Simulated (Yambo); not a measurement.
# MgO (P-6m2) in Yambo: notebook

The runs below take MgO through optical spectrum, with PBEsol.

Program: Yambo 5.3.0. These are calculated values, not measurements. Logs are shortened: lines on timing, memory, paths and dates and some standing lists are left out, and cuts for length are marked.

## (1) Starting point

Symmetry: P-6m2, No. 187, hexagonal system. The conventional cell has a = 2.938 Å, b = 2.938 Å, c = 2.680 Å, α = 90.00°, β = 90.00°, γ = 120.00°. Around Mg (site symmetry -6m2) lie 6 O at 2.16 Å. O (site symmetry -6m2) has 6 Mg at 2.16 Å as nearest neighbours.

Measurements of this composition are mostly on another form, of space group No. 225.

## (2) Optical spectrum, PBEsol

optics0.in

```
optics
chi
Chimod= "IP"
% BndsRnXd
 1 | 33 |
%
% LongDrXd
 0 | 1 | 0 |
%
% QpntsRXd
 1 | 1 |
%
% EnRngeXd
 0 | 30 | eV
%
% DmRngeXd
 0.3 | 0.3 | eV
%
ETStpsXd= 150
```

scf.in

```
&CONTROL
  calculation = 'scf'
  prefix = 'pwscf'
  outdir = './tmp'
  pseudo_dir = './pseudo'
/
&SYSTEM
  ibrav = 0
  nat = 2
  ntyp = 2
  ecutwfc = 84
  nbnd = 14
  occupations = 'smearing'
  smearing = 'fd'
  degauss = 0.00367493
  force_symmorphic = .true.
/
&ELECTRONS
  conv_thr = 4d-10
  electron_maxstep = 120
  mixing_beta = 0.5
/
ATOMIC_SPECIES
Mg    24.3050 Mg.upf
O     15.9990 O.upf
CELL_PARAMETERS angstrom
   2.9380209034    0.0000000000    0.0000000000
  -1.4690104517    2.5444007392    0.0000000000
   0.0000000000    0.0000000000    2.6796800000
ATOMIC_POSITIONS crystal
Mg     0.0000000000    0.0000000000    0.0000000000
O      0.3333333333    0.6666666667    0.5000000000
K_POINTS automatic
18 18 18 0 0 0
```

nscf.in

```
&CONTROL
  calculation = 'nscf'
  prefix = 'pwscf'
  outdir = './tmp'
  pseudo_dir = './pseudo'
/
&SYSTEM
  ibrav = 0
  nat = 2
  ntyp = 2
  ecutwfc = 84
  nbnd = 33
  occupations = 'fixed'
  force_symmorphic = .true.
/
&ELECTRONS
  conv_thr = 1d-08
  diago_full_acc = .true.
  diago_thr_init = 1d-06
/
ATOMIC_SPECIES
Mg    24.3050 Mg.upf
O     15.9990 O.upf
CELL_PARAMETERS angstrom
   2.9380209034    0.0000000000    0.0000000000
  -1.4690104517    2.5444007392    0.0000000000
   0.0000000000    0.0000000000    2.6796800000
ATOMIC_POSITIONS crystal
Mg     0.0000000000    0.0000000000    0.0000000000
O      0.3333333333    0.6666666667    0.5000000000
K_POINTS automatic
18 18 18 0 0 0
```

Potentials or basis: PseudoDojo 0.4.1 SR PBEsol standard.

Started as:

```sh
OMP_NUM_THREADS=1 pw.x -in scf.in > scf.out
OMP_NUM_THREADS=1 pw.x -in nscf.in > nscf.out
cd tmp/pwscf.save; p2y; mv SAVE ../..; cd ../..
OMP_NUM_THREADS=1 yambo
OMP_NUM_THREADS=1 yambo -F optics0.in -J optics0 -C optics0_out
```

Yambo's report:

```text
[... sections 02.01 to 02.04 as in the set-up run ...]

  [02.05] Energies & Occupations
  ==============================

  [X] === General ===
  [X] Electronic Temperature                        :  0.000000  0.000000 [eV K]
  [X] Bosonic    Temperature                        :  0.000000  0.000000 [eV K]
  [X] Finite Temperature mode                       : no
  [X] El. density                                   :  0.79872E+24 [cm-3]
  [X] Fermi Level                                   :  7.733111 [eV]

  [X] === Gaps and Widths ===
  [X] Conduction Band Min                           :  2.942962 [eV]
  [X] Valence Band Max                              :  0.000000 [eV]
  [X] Filled Bands                                  :   8
  [X] Empty Bands                                   :    9   33
  [X] Direct Gap                                    :  3.350784 [eV]
  [X] Direct Gap localized at k                     :  1
  [X] Indirect Gap                                  :  2.942962 [eV]
  [X] Indirect Gap between kpts                     :   361     1
  [X] Last valence band width                       :  2.762533 [eV]
  [X] 1st conduction band width                     :  5.680287 [eV]

 [03] Transferred momenta grid and indexing
 ==========================================

 IBZ Q-points                                      :   370
 BZ  Q-points                                      :   5832

 K/Q-points units:
 rlu = crystal or reduced units; cc = cartesian coordinates; iku = interal k-units

 Q [  1]        [rlu]:  0.000000  0.000000  0.000000
 Q [  2]        [rlu]:  0.000000  0.000000  0.055556
 Q [  3]        [rlu]:  0.000000  0.000000  0.111111
 Q [  4]        [rlu]:  0.000000  0.000000  0.166667
 Q [  5]        [rlu]:  0.000000  0.000000  0.222222
 Q [  6]        [rlu]:  0.000000  0.000000  0.277778
[... 42 lines left out ...]
 Q [ 49]        [rlu]: -0.51541E-17  0.22222      0.44444
 Q [ 50]        [rlu]: -0.51541E-17  0.22222     -0.50000

 Remaining 320 points informations can be written running with -fatlog

 [04] Dipoles
 ============

  [04.01] Setup: observables and procedures
  =========================================

  [WF-Oscillators/G space/Transverse up loader] Normalization (few states)  min/max  :  0.20249E-16   1.0000

  [WR./optics0//ndb.dipoles]------------------------------------------------------
   Brillouin Zone Q/K grids (IBZ/BZ)                :    370   5832    370   5832
   RL vectors                                       :  2327 [WF]
   Fragmentation                                    : yes
   Electronic Temperature                           :  0.000000 [K]
   Bosonic    Temperature                           :  0.000000 [K]
   DIP band range                                   :    1   33
   DIP band range limits                            :   8   9
   DIP e/h energy range                             : -1.000000 -1.000000 [eV]
   RL vectors in the sum                            :  2327
   [r,Vnl] included                                 : yes
   Bands ordered                                    : yes
   Direct v evaluation                              : no
   Approach used                                    : G-space v
   Dipoles computed                                 : R V P [G-space]
   Wavefunctions                                    : Perdew, Burke & Ernzerhof SOL(X)+Perdew, Burke & Ernzerhof SOL(C)

  [WARNING] [r,Vnl^pseudo] included in position and velocity dipoles.

  [WARNING] In case H contains other non local terms, these are neglected

 [05] Optics
 ===========

 [X-CG] R(p) Tot o/o(of R):    60870  1166400      100
```

It took 2.8 min on 1 thread of Intel Xeon Platinum 8488C (Sapphire Rapids), shared host; peak memory 0.43 GiB.

What came out:

| Property | Result |
| --- | --- |
| Band gap on the k mesh, mean-field level | 2.94 eV, indirect (least direct gap 3.35 eV) |
| Absorption peak | 11.88 eV |
| Electronic dielectric constant along the field | 3.55 |

Dielectric function (along the field direction of the input):
```csv
energy (eV),real part,imaginary part
0.40,3.56,0.09
1.41,3.63,0.10
2.42,3.82,0.13
3.42,4.26,0.34
4.43,4.32,1.07
5.44,4.23,1.46
6.44,4.29,1.98
7.45,4.22,3.20
8.46,2.08,2.88
9.46,2.74,3.23
10.67,2.43,2.19
11.68,2.20,4.64
12.68,-0.72,2.89
13.69,0.52,1.45
14.70,0.79,2.13
15.70,0.66,1.80
16.71,0.33,2.19
17.72,-0.22,1.67
18.72,-0.14,1.26
19.93,-0.15,0.80
```

Energy-loss function:
```csv
energy (eV),loss
0.0,0.007
1.2,0.007
2.6,0.010
3.8,0.033
5.2,0.071
6.4,0.089
7.9,0.147
9.1,0.194
10.5,0.236
11.7,0.176
13.1,0.503
14.3,0.428
15.7,0.490
16.9,0.460
18.3,0.741
19.5,0.967
20.9,1.637
22.1,1.508
23.6,1.443
24.8,1.187
26.2,0.889
27.4,0.746
28.8,0.547
30.0,0.396
```

Caveat: independent-particle spectra lack excitons. A k mesh can miss the band edges.

## (3) Optical spectrum, PBEsol

optics1.in

```
optics
chi
Chimod= "HARTREE"
% BndsRnXd
 1 | 33 |
%
NGsBlkXd= 4 Ry
% LongDrXd
 0 | 1 | 0 |
%
% QpntsRXd
 1 | 1 |
%
% EnRngeXd
 0 | 20 | eV
%
% DmRngeXd
 0.1 | 0.1 | eV
%
ETStpsXd= 150
```

scf.in is that of step 2.

nscf.in is that of step 2.

Potentials or basis: PseudoDojo 0.4.1 SR PBEsol standard.

Started as:

```sh
OMP_NUM_THREADS=1 pw.x -in scf.in > scf.out
OMP_NUM_THREADS=1 pw.x -in nscf.in > nscf.out
cd tmp/pwscf.save; p2y; mv SAVE ../..; cd ../..
OMP_NUM_THREADS=1 yambo
OMP_NUM_THREADS=1 yambo -F optics1.in -J optics1 -C optics1_out
```

Yambo's report:

```text
[... sections 02.01 to 02.04 as in the set-up run ...]

  [02.05] Energies & Occupations
  ==============================

  [X] === General ===
  [X] Electronic Temperature                        :  0.000000  0.000000 [eV K]
  [X] Bosonic    Temperature                        :  0.000000  0.000000 [eV K]
  [X] Finite Temperature mode                       : no
  [X] El. density                                   :  0.79872E+24 [cm-3]
  [X] Fermi Level                                   :  7.733111 [eV]

  [X] === Gaps and Widths ===
  [X] Conduction Band Min                           :  2.942962 [eV]
  [X] Valence Band Max                              :  0.000000 [eV]
  [X] Filled Bands                                  :   8
  [X] Empty Bands                                   :    9   33
  [X] Direct Gap                                    :  3.350784 [eV]
  [X] Direct Gap localized at k                     :  1
  [X] Indirect Gap                                  :  2.942962 [eV]
  [X] Indirect Gap between kpts                     :   361     1
  [X] Last valence band width                       :  2.762533 [eV]
  [X] 1st conduction band width                     :  5.680287 [eV]

 [03] Transferred momenta grid and indexing
 ==========================================

 IBZ Q-points                                      :   370
 BZ  Q-points                                      :   5832

 K/Q-points units:
 rlu = crystal or reduced units; cc = cartesian coordinates; iku = interal k-units

 Q [  1]        [rlu]:  0.000000  0.000000  0.000000
 Q [  2]        [rlu]:  0.000000  0.000000  0.055556
 Q [  3]        [rlu]:  0.000000  0.000000  0.111111
 Q [  4]        [rlu]:  0.000000  0.000000  0.166667
 Q [  5]        [rlu]:  0.000000  0.000000  0.222222
 Q [  6]        [rlu]:  0.000000  0.000000  0.277778
[... 42 lines left out ...]
 Q [ 49]        [rlu]: -0.51541E-17  0.22222      0.44444
 Q [ 50]        [rlu]: -0.51541E-17  0.22222     -0.50000

 Remaining 320 points informations can be written running with -fatlog

 [04] Dipoles
 ============

  [04.01] Setup: observables and procedures
  =========================================

  [WF-Oscillators/G space/Transverse up loader] Normalization (few states)  min/max  :  0.20249E-16   1.0000

  [WR./optics1//ndb.dipoles]------------------------------------------------------
   Brillouin Zone Q/K grids (IBZ/BZ)                :    370   5832    370   5832
   RL vectors                                       :  2327 [WF]
   Fragmentation                                    : yes
   Electronic Temperature                           :  0.000000 [K]
   Bosonic    Temperature                           :  0.000000 [K]
   DIP band range                                   :    1   33
   DIP band range limits                            :   8   9
   DIP e/h energy range                             : -1.000000 -1.000000 [eV]
   RL vectors in the sum                            :  2327
   [r,Vnl] included                                 : yes
   Bands ordered                                    : yes
   Direct v evaluation                              : no
   Approach used                                    : G-space v
   Dipoles computed                                 : R V P [G-space]
   Wavefunctions                                    : Perdew, Burke & Ernzerhof SOL(X)+Perdew, Burke & Ernzerhof SOL(C)

  [WARNING] [r,Vnl^pseudo] included in position and velocity dipoles.

  [WARNING] In case H contains other non local terms, these are neglected

 [05] Optics
 ===========

 [X-CG] R(p) Tot o/o(of R):    60870  1166400      100
```

o-optics1.eps_q1_inv_rpa_dyson:

```text
# Absorption @ Q(1):   0.00000000      1.00000000      0.00000000    [q->0 direction]
#
# [ X ] Hartree size                              :  27
# [GEN] GF Energies                               : Perdew, Burke & Ernzerhof SOL(X)+Perdew, Burke & Ernzerhof SOL(C)
# [GEN] Green`s Function                          : T-ordered
#
# [GEN] Gauge                                     : Length
# [GEN] [r,Vnl] included                          : yes
#
#    E[1] [eV]          Im(eps)            Re(eps)            Im(eps_o)          Re(eps_o)
#
        0.000000           0.025354           3.343871           0.028260           3.557238
        0.134228           0.025385           3.344514           0.028293           3.557929
        0.268456           0.025478           3.346444           0.028392           3.560004
        0.402685           0.025635           3.349676           0.028559           3.563476
        0.536913           0.025858           3.354230           0.028796           3.568369
        0.671141           0.026149           3.360135           0.029106           3.574712
[... 142 lines left out ...]
        19.86577           0.868084          -0.036076           0.718399          -0.245317
        20.00000           0.827420           0.062418           0.712277          -0.140593
#
```

Wall time 3.3 min (1 thread of Intel Xeon Platinum 8488C (Sapphire Rapids), shared host); peak memory 1.5 GiB.

What came out:

```
Band gap on the k mesh, mean-field level                              : 2.94 eV, indirect (least direct gap 3.35 eV)
Absorption peak                                                       : 12.08 eV
Electronic dielectric constant along the field                        : 3.34
Electronic dielectric constant along the field, independent particles : 3.56
```

Dielectric function (along the field direction of the input):
```
energy (eV)  real part  imaginary part
       0.27       3.35            0.03
       0.67       3.36            0.03
       1.21       3.40            0.03
       1.74       3.46            0.03
       2.28       3.57            0.04
       2.68       3.68            0.05
       3.22       3.94            0.09
       3.76       4.37            0.58
       4.30       4.29            0.99
       4.70       4.20            0.87
       5.23       4.07            1.30
       5.77       4.10            1.72
       6.31       4.14            1.61
       6.85       3.81            2.05
       7.25       4.26            2.73
       7.79       3.79            4.22
       8.32       0.93            2.94
       8.86       1.68            2.20
       9.26       2.79            1.59
       9.80       1.45            3.66
      10.34       1.83            2.00
      10.87       2.78            1.61
      11.28       3.48            2.94
      11.81       2.01            4.99
      12.35      -0.67            4.34
      12.89      -1.03            1.88
      13.42      -0.20            1.12
      13.83       0.71            0.91
      14.36       0.92            1.48
      14.90       0.62            1.85
      15.44       0.52            1.49
      15.84       0.91            1.40
      16.38       0.83            1.66
      16.91       0.65            2.00
      17.45       0.16            1.77
      17.85      -0.12            1.58
      18.39       0.11            1.11
      18.93       0.17            1.18
      19.46       0.08            1.15
      20.00       0.06            0.83
```

Caveat: these spectra lack excitons.

(Continued in part 2 of 3.)
